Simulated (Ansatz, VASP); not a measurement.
Two plane-wave programs on GaN

The input POSCAR:

```
GaN
1.0
    3.1800000000      0.0000000000      0.0000000000
   -1.5900000000      2.7539607840      0.0000000000
    0.0000000000      0.0000000000      5.1660000000
Ga N
2 2
Direct
    0.6666666667      0.3333333333      0.5000000000
    0.3333333333      0.6666666667      0.0000000000
    0.6666666667      0.3333333333      0.8750000000
    0.3333333333      0.6666666667      0.3750000000
```

Contents of INCAR.step1:

```
PREC     = Accurate       # precision mode
ENCUT    = 600            # plane-wave cutoff, eV
EDIFF    = 1E-8           # SCF threshold, eV
ISMEAR   = -1             # smearing method
SIGMA    = 0.05           # smearing width, eV
LREAL    = False          # projectors in reciprocal space
LASPH    = True           # aspherical terms in the spheres
NELM     = 60             # most SCF steps
ALGO     = Fast           # electronic algorithm
ISIF     = 3              # what is computed and relaxed
LWAVE    = False          # write WAVECAR
LCHARG   = False          # write CHGCAR
IBRION   = 2              # ionic algorithm
NSW      = 40             # ionic steps
EDIFFG   = -0.002         # ionic threshold
```

Contents of INCAR.step2:

```
PREC     = Accurate       # precision mode
ENCUT    = 600            # plane-wave cutoff, eV
EDIFF    = 1E-8           # SCF threshold, eV
ISMEAR   = -1             # smearing method
SIGMA    = 0.05           # smearing width, eV
LREAL    = False          # projectors in reciprocal space
LASPH    = True           # aspherical terms in the spheres
NELM     = 60             # most SCF steps
ALGO     = Fast           # electronic algorithm
ISIF     = 3              # what is computed and relaxed
LWAVE    = False          # write WAVECAR
LCHARG   = False          # write CHGCAR
IBRION   = 6              # ionic algorithm
NFREE    = 2            
POTIM    = 0.015          # step
NSW      = 1              # ionic steps
```

Contents of KPOINTS:

```
regular mesh
0
Gamma
  7 7 4
```

File input.yaml:

```yaml
crystal:
  lattice:
    - [3.18, 0.0, 0.0]
    - [-1.59, 2.753960784, 0.0]
    - [0.0, 0.0, 5.166]
  atoms:
    - { symbol: Ga, position: [0.6666666667, 0.3333333333, 0.5] }
    - { symbol: Ga, position: [0.3333333333, 0.6666666667, 0.0] }
    - { symbol: "N", position: [0.6666666667, 0.3333333333, 0.875] }
    - { symbol: "N", position: [0.3333333333, 0.6666666667, 0.375] }
hamiltonian:
  xc: lda
  pseudopotentials: { kind: paw }
kpoints:
  mp_grid: { grid: [7, 7, 4] }
scf:
  occupations: { method: fixed }
output:
  forces: true
  stress: true
elastic:
  mode: relaxed_ion
  stencil: two_point
```

Alike in both runs: task elastic constants; functional LDA; k mesh 7 × 7 × 4; no spin polarisation.

|  | VASP | Ansatz |
| --- | --- | --- |
| version | VASP 6.6.1 | Ansatz 0.2.0 |
| potentials or method | VASP PAW LDA potentials, release 64 (Ga_d, N) | Ansatz PAW |
| plane-wave cutoff (eV) | 600 | 420 |
| occupations | fermi-dirac, width 0.05 eV | fixed |
| valence electrons in the cell | 36 | 36 |

```csv
,VASP,Ansatz,Ansatz less VASP
elastic constant that differs most (GPa),408,384,-24.7
Voigt bulk modulus (GPa),202,183,-19.1
```

Caveats: the cell is more than 3 GPa from zero pressure, which shifts response properties (Ansatz); the pressure holds a Pulay correction of +0.6 GPa for the finite cutoff (Ansatz); the PAW data sets come from PBE, with cores solved anew for the run's functional, which leaves a small shift of forces and pressure (Ansatz).
